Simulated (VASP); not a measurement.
# GaSe in VASP: notebook

One slab, GaSe, is run at these levels: PBE; tasks: single point.

Program: VASP 6.6.1. These are calculated values, not measurements. Logs are shortened: lines on timing, memory, paths and dates and some standing lists are left out, and cuts for length are marked.

### 1 The structure

The cell holds a slab with vacuum, 12 atoms: a = 3.742 Å, b = 3.742 Å, c = 28.695 Å, α = 90.00°, β = 90.00°, γ = 120.00°.

### 2 Single point, PBE

INCAR

```
PREC = Accurate ; ENCUT = 460
EDIFF = 1E-7 ; ISMEAR = 0
SIGMA = 0.05 ; LREAL = False
LASPH = True ; NELM = 120
ALGO = Normal ; ISIF = 2
LWAVE = False ; LCHARG = False
LDIPOL = True ; IDIPOL = 3
DIPOL = 0.5 0.5 0.500 ; GGA = PE
NBANDS = 77 ; LVHAR = True
LVACPOTAV = True
```

KPOINTS

```
regular mesh
0
Gamma
  5 5 1
```

POSCAR

```
GaSe
1.0
    3.7420012726      0.0000000000      0.0000000000
   -1.8710006363      3.2406681631      0.0000000000
    0.0000000000      0.0000000000     28.6947000000
Se Ga
6 6
Direct
    0.6666666667      0.3333333334      0.1393985649
    0.6666666667      0.3333333334      0.3058299965
    0.3333333333      0.6666666666      0.4167842842
    0.3333333333      0.6666666666      0.5832157158
    0.6666666667      0.3333333334      0.6941700035
    0.6666666667      0.3333333334      0.8606014351
    0.3333333333      0.6666666666      0.1821159657
    0.3333333333      0.6666666666      0.2631125957
    0.6666666667      0.3333333334      0.4595016850
    0.6666666667      0.3333333334      0.5404983150
    0.3333333333      0.6666666666      0.7368874043
    0.3333333333      0.6666666666      0.8178840343
```

Potentials or basis: VASP PAW PBE potentials, release 64 (Se, Ga_d).

The run is started by

```sh
cat potpaw_PBE.64/Se/POTCAR potpaw_PBE.64/Ga_d/POTCAR > POTCAR
mpirun -np 1 vasp_std > vasp.out
```

OUTCAR:

```text
PREC = Accurate
   ENCUT = 460
   EDIFF = 1E-7
   ISMEAR = 0
   LREAL = False
   LASPH = True
   NELM = 120
   ISIF = 2
   GGA = PE

 Found      5 irreducible k-points:

 Following reciprocal coordinates:
            Coordinates               Weight
  0.000000  0.000000  0.000000      1.000000
  0.200000  0.000000  0.000000      6.000000
  0.400000  0.000000  0.000000      6.000000
  0.200000  0.200000  0.000000      6.000000
  0.400000  0.200000  0.000000      6.000000
   k-points           NKPTS =      5   k-points in BZ     NKDIM =      5   number of bands    NBANDS=     77
   number of dos      NEDOS =    301   number of ions     NIONS =     12
   total plane-waves  NPLWV = 164640
   dimension x,y,z NGX =    28 NGY =   28 NGZ =  210
   dimension x,y,z NGXF=    56 NGYF=   56 NGZF=  420
   ions per type =               6   6
   NGX,Y,Z   is equivalent  to a cutoff of  12.44, 12.44, 12.17 a.u.
   NGXF,Y,Z  is equivalent  to a cutoff of  24.88, 24.88, 24.33 a.u.
 SYSTEM =  unknown system
   PREC   = accura    normal or accurate (medium, high low for compatibility)
   ISTART =      0    job   : 0-new  1-cont  2-samecut
   ICHARG =      2    charge: 1-file 2-atom 10-const
   ISPIN  =      1    spin polarized calculation?
   LNONCOLLINEAR =      F non collinear calculations
   LSORBIT =      F    spin-orbit coupling
   LASPH  =      T    aspherical Exc in radial PAW
   ENCUT  =  460.0 eV  33.81 Ry    5.81 a.u.   6.54  6.54 50.18*2*pi/ulx,y,z
   NELM   =    120;   NELMIN=  2; NELMDL= -5     # of ELM steps
   EDIFF  = 0.1E-06   stopping-criterion for ELM
   LREAL  =      F    real-space projection
   EDIFFG = 0.1E-05   stopping-criterion for IOM
   NSW    =      0    number of steps for IOM
   IBRION =     -1    ionic relax: 0-MD 1-quasi-New 2-CG
   NFREE  =      0    steps in history (QN), initial steepest desc. (CG)
   ISIF   =      2    stress and relaxation
   ISYM   =      2    0-nonsym 1-usesym 2-fastsym
   POTIM  = 0.5000    time-step for ionic-motion
   TEBEG  =    0.0;   TEEND  =   0.0 temperature during run
   PSTRESS=    0.0 pullay stress
   NELECT =     114.0000    total number of electrons
   NUPDOWN=      -1.0000    fix difference up-down
   EMIN   =  10.00;   EMAX   =-10.00  energy-range for DOS
   EFERMI =   0.00;   METHOD = LEGACY
   ISMEAR =     0;   SIGMA  =   0.05  broadening in eV -4-tet -1-fermi 0-gaus
   EFERMI_NEDOS =   21; number of points for ismear=-14 and -15
   IALGO  =     38    algorithm
   IMIX   =      4    mixing-type and parameters
     AMIX     =   0.40;   BMIX     =  1.00
     AMIX_MAG =   1.60;   BMIX_MAG =  1.00
  volume/ion in A,a.u.               =      29.00       195.68
  Fermi-wavevector in a.u.,A,eV,Ry     =   1.128573  2.132694 17.329433  1.273677
  Thomas-Fermi vector in A             =   2.265264
   LORBIT       =      0    0 simple, 1 ext, 2 COOP (PROOUT), +10 PAW based schemes
   GGA     = PE    functional components
   LHFCALC =     F    Hartree Fock is set to
   AEXX    =    0.0000 exact exchange contribution
   IVDW    =     0    specifies the selected vdW correction
   LEPSILON=     F    determine dielectric tensor
   LRPA    =     F    only Hartree local field effects (RPA)
 non-spin polarized calculation
 Gauss-broadening in eV      SIGMA  =   0.05
  energy-cutoff  :      460.00
  volume of cell :      347.97
 maximum number of plane-waves:      7889
 NGX is ok and might be reduce to    28
   NGX = 13   NGY = 13   NGZ =101

 number of electron     114.0000019 magnetization

 dipolmoment           0.000000      0.000000     -0.000000 electrons x Angstroem

 Free energy of the ion-electron system (eV)
  ---------------------------------------------------
  ext. energy  EPLUGINS =         0.00000000
  ---------------------------------------------------
  free energy    TOTEN  =       -45.01381702 eV

  energy without entropy =      -45.01381702  energy(sigma->0) =      -45.01381702

 E-fermi :   1.9020     XC(G=0):  -8.0576

 val. band max:        1.6707074831   @ k =   0.0000   0.0000   0.0000
 cond. band min:       3.3092997826   @ k =   0.0000   0.0000   0.0000
 fundamental gap:      1.6385922995
 Fermi energy:         1.9019977429

 k-point     1 :       0.0000    0.0000    0.0000
  band No.  band energies     occupation
      1     -13.2346      2.00000
      2     -13.2237      2.00000
      3     -13.2237      2.00000
      4     -13.0506      2.00000
      5     -13.0506      2.00000
      6     -13.0399      2.00000
[... 61 lines left out ...]
     68       6.0394      0.00000
     69       6.0394      0.00000

 k-point     2 :       0.2000    0.0000    0.0000
  band No.  band energies     occupation
      1     -13.2296      2.00000
      2     -13.2187      2.00000
      3     -13.2187      2.00000
      4     -13.1287      2.00000
      5     -13.1168      2.00000
      6     -13.1161      2.00000
[... 61 lines left out ...]
     68       6.4686      0.00000
     69       6.4717      0.00000

 k-point     3 :       0.4000    0.0000    0.0000
  band No.  band energies     occupation
      1     -13.2310      2.00000
      2     -13.2199      2.00000
      3     -13.2199      2.00000
      4     -13.2023      2.00000
      5     -13.1910      2.00000
      6     -13.1907      2.00000
[... 61 lines left out ...]
     68       6.1674      0.00000
     69       6.3388      0.00000

 k-point     4 :       0.2000    0.2000    0.0000
  band No.  band energies     occupation
      1     -13.2252      2.00000
      2     -13.2142      2.00000
      3     -13.2142      2.00000
      4     -13.1908      2.00000
      5     -13.1791      2.00000
      6     -13.1785      2.00000
[... 61 lines left out ...]
     68       7.0955      0.00000
     69       7.1261      0.00000

 k-point     5 :       0.4000    0.2000    0.0000
  band No.  band energies     occupation
      1     -13.2310      2.00000
      2     -13.2198      2.00000
      3     -13.2197      2.00000
      4     -13.2094      2.00000
      5     -13.1984      2.00000
      6     -13.1984      2.00000
[... 61 lines left out ...]
     68       6.9495      0.00000
     69       7.0282      0.00000
 [bands above 69 left out]

------------------------ aborting loop because EDIFF is reached ----------------------------------------

  FORCE on cell =-STRESS in cart. coord.  units (eV):
  Direction    XX          YY          ZZ          XY          YZ          ZX
  --------------------------------------------------------------------------------------
  -------------------------------------------------------------------------------------
  Total        4.0268090      4.0268090      8.2392460      0.0000000     -0.0000000      0.0000000
  in kB       18.5409266     18.5409266     37.9365531      0.0000000     -0.0000000      0.0000000
  external PRESSURE =      25.0061354 kB  Pullay stress =       0.0000000 kB

 VOLUME and BASIS-vectors are now :
 -----------------------------------------------------------------------------
  energy-cutoff  :      460.00
  volume of cell :      347.97
      direct lattice vectors                 reciprocal lattice vectors
     3.742001273  0.000000000  0.000000000     0.267236681  0.154289170  0.000000000
    -1.871000636  3.240668163  0.000000000     0.000000000  0.308578339  0.000000000
     0.000000000  0.000000000 28.694700000     0.000000000  0.000000000  0.034849641

 POSITION                                       TOTAL-FORCE (eV/Angst)
 -----------------------------------------------------------------------------------
      1.87100      1.08022      4.00000         0.000000     -0.000000      0.118141
      1.87100      1.08022      8.77570        -0.000000     -0.000000     -0.231793
     -0.00000      2.16045     11.95950        -0.000000     -0.000000      0.233468
     -0.00000      2.16045     16.73520        -0.000000      0.000000     -0.233468
      1.87100      1.08022     19.91900        -0.000000     -0.000000      0.231793
      1.87100      1.08022     24.69470         0.000000     -0.000000     -0.118141
     -0.00000      2.16045      5.22576         0.000000      0.000000     -1.271245
     -0.00000      2.16045      7.54994        -0.000000     -0.000000      1.230546
      1.87100      1.08022     13.18526         0.000000      0.000000     -1.234923
      1.87100      1.08022     15.50944         0.000000      0.000000      1.234923
     -0.00000      2.16045     21.14476        -0.000000      0.000000     -1.230546
     -0.00000      2.16045     23.46894        -0.000000     -0.000000      1.271245
 -----------------------------------------------------------------------------------
    total drift:                                0.000001     -0.000001     -0.000000

  FREE ENERGIE OF THE ION-ELECTRON SYSTEM (eV)
  ---------------------------------------------------
  free  energy   TOTEN  =       -45.0138170247 eV

  energy  without entropy=      -45.0138170247  energy(sigma->0) =      -45.01381702
```

It took 2.8 min on 1 thread of Intel Xeon Platinum 8559C (Emerald Rapids), shared host; peak memory 0.4 GiB.

The run converged, but some of its settings lie outside the range that counts as converged, so its numbers aren't taken as properties of the slab.

Results:

```yaml
Free_energy: -45.0138 eV
Largest_force: 1.271 eV/Å
Band_gap_on_the_k_mesh: 1.64 eV, direct
```

### 3 Single point, PBE

This run uses another cell than the first one, of 26.98 Å³/atom, 0.930 times its volume.

INCAR

```
PREC = Accurate ; ENCUT = 460
EDIFF = 1E-7 ; ISMEAR = 0
SIGMA = 0.05 ; LREAL = False
LASPH = True ; NELM = 120
ALGO = Normal ; ISIF = 2
LWAVE = False ; LCHARG = False
GGA = PE ; NBANDS = 77
LVHAR = True ; LVACPOTAV = True
IDIPOL = 3
```

KPOINTS

```
regular mesh
0
Gamma
  7 7 1
```

POSCAR

```
GaSe
1.0
    3.7420012726      0.0000000000      0.0000000000
   -1.8710006363      3.2406681631      0.0000000000
    0.0000000000      0.0000000000     26.6947000000
Se Ga
6 6
Direct
    0.6666666667      0.3333333334      0.1123818586
    0.6666666667      0.3333333334      0.2912825392
    0.3333333333      0.6666666666      0.4105496597
    0.3333333333      0.6666666666      0.5894503403
    0.6666666667      0.3333333334      0.7087174608
    0.6666666667      0.3333333334      0.8876181414
    0.3333333333      0.6666666666      0.1582996999
    0.3333333333      0.6666666666      0.2453646979
    0.6666666667      0.3333333334      0.4564675010
    0.6666666667      0.3333333334      0.5435324990
    0.3333333333      0.6666666666      0.7546353021
    0.3333333333      0.6666666666      0.8417003001
```

Potentials or basis: VASP PAW PBE potentials, release 64 (Se, Ga_d).

The run is started by

```sh
cat potpaw_PBE.64/Se/POTCAR potpaw_PBE.64/Ga_d/POTCAR > POTCAR
mpirun -np 1 vasp_std > vasp.out
```

It took 3.8 min on 1 thread of Intel Xeon Platinum 8559C (Emerald Rapids), shared host; peak memory 0.4 GiB.

These settings aren't checked as converged: the numbers below hold their error.

Results:

```yaml
Free_energy: -45.1162 eV
Largest_force: 1.268 eV/Å
Band_gap_on_the_k_mesh: 1.68 eV, direct
```

### 4 Single point, PBE

This run uses another cell than the first one, of 36.07 Å³/atom, 1.244 times its volume.

INCAR

```
PREC = Accurate ; ENCUT = 460
EDIFF = 1E-7 ; ISMEAR = 0
SIGMA = 0.05 ; LREAL = False
LASPH = True ; NELM = 120
ALGO = Normal ; ISIF = 2
LWAVE = False ; LCHARG = False
LDIPOL = True ; IDIPOL = 3
DIPOL = 0.5 0.5 0.500 ; GGA = PE
NBANDS = 77 ; LVHAR = True
LVACPOTAV = True
```

KPOINTS

```
regular mesh
0
Gamma
  5 5 1
```

POSCAR

```
GaSe
1.0
    3.7420012726      0.0000000000      0.0000000000
   -1.8710006363      3.2406681631      0.0000000000
    0.0000000000      0.0000000000     35.6947000000
Se Ga
6 6
Direct
    0.6666666667      0.3333333334      0.2101152272
    0.6666666667      0.3333333334      0.3439081993
    0.3333333333      0.6666666666      0.4331035140
    0.3333333333      0.6666666666      0.5668964860
    0.6666666667      0.3333333334      0.6560918007
    0.6666666667      0.3333333334      0.7898847728
    0.3333333333      0.6666666666      0.2444554234
    0.3333333333      0.6666666666      0.3095680031
    0.6666666667      0.3333333334      0.4674437101
    0.6666666667      0.3333333334      0.5325562899
    0.3333333333      0.6666666666      0.6904319969
    0.3333333333      0.6666666666      0.7555445766
```

Potentials or basis: VASP PAW PBE potentials, release 64 (Se, Ga_d).

The run is started by

```sh
cat potpaw_PBE.64/Se/POTCAR potpaw_PBE.64/Ga_d/POTCAR > POTCAR
mpirun -np 1 vasp_std > vasp.out
```

OUTCAR:

```text
PREC = Accurate
   ENCUT = 460
   EDIFF = 1E-7
   ISMEAR = 0
   LREAL = False
   LASPH = True
   NELM = 120
   ISIF = 2
   GGA = PE

 Found      5 irreducible k-points:

 Following reciprocal coordinates:
            Coordinates               Weight
  0.000000  0.000000  0.000000      1.000000
  0.200000 -0.000000  0.000000      6.000000
  0.400000  0.000000  0.000000      6.000000
  0.200000  0.200000  0.000000      6.000000
  0.400000  0.200000  0.000000      6.000000
[... 452 lines left out ...]
  energy-cutoff  :      460.00
  volume of cell :      432.85
      direct lattice vectors                 reciprocal lattice vectors
     3.742001273  0.000000000  0.000000000     0.267236681  0.154289170  0.000000000
    -1.871000636  3.240668163  0.000000000     0.000000000  0.308578339  0.000000000
     0.000000000  0.000000000 35.694700000     0.000000000  0.000000000  0.028015364

 POSITION                                       TOTAL-FORCE (eV/Angst)
 -----------------------------------------------------------------------------------
      1.87100      1.08022      7.50000         0.000000     -0.000000      0.117722
      1.87100      1.08022     12.27570        -0.000000     -0.000000     -0.231824
     -0.00000      2.16045     15.45950        -0.000000      0.000000      0.233350
     -0.00000      2.16045     20.23520         0.000000      0.000000     -0.233350
      1.87100      1.08022     23.41900        -0.000000     -0.000000      0.231824
      1.87100      1.08022     28.19470         0.000000     -0.000000     -0.117722
     -0.00000      2.16045      8.72576         0.000000      0.000000     -1.271475
     -0.00000      2.16045     11.04994        -0.000000      0.000000      1.231284
      1.87100      1.08022     16.68526        -0.000000     -0.000000     -1.233726
      1.87100      1.08022     19.00944        -0.000000     -0.000000      1.233726
     -0.00000      2.16045     24.64476         0.000000     -0.000000     -1.231284
     -0.00000      2.16045     26.96894         0.000000     -0.000000      1.271475
 -----------------------------------------------------------------------------------
    total drift:                                0.000002     -0.000001      0.000000

  FREE ENERGIE OF THE ION-ELECTRON SYSTEM (eV)
  ---------------------------------------------------
  free  energy   TOTEN  =       -45.0146255382 eV

  energy  without entropy=      -45.0146255382  energy(sigma->0) =      -45.01462554

 vacuum level on the upper side and lower side of the slab         5.709         5.709
```

It took 4.4 min on 1 thread of Intel Xeon Platinum 8559C (Emerald Rapids), shared host; peak memory 0.45 GiB.

The run converged, but some of its settings lie outside the range that counts as converged, so its numbers aren't taken as properties of the slab.

Results:

- Free energy: -45.0146 eV
- Largest force: 1.271 eV/Å
- Band gap on the k mesh: 1.63 eV, direct
- Ionisation potential of the upper face: 5.43 eV
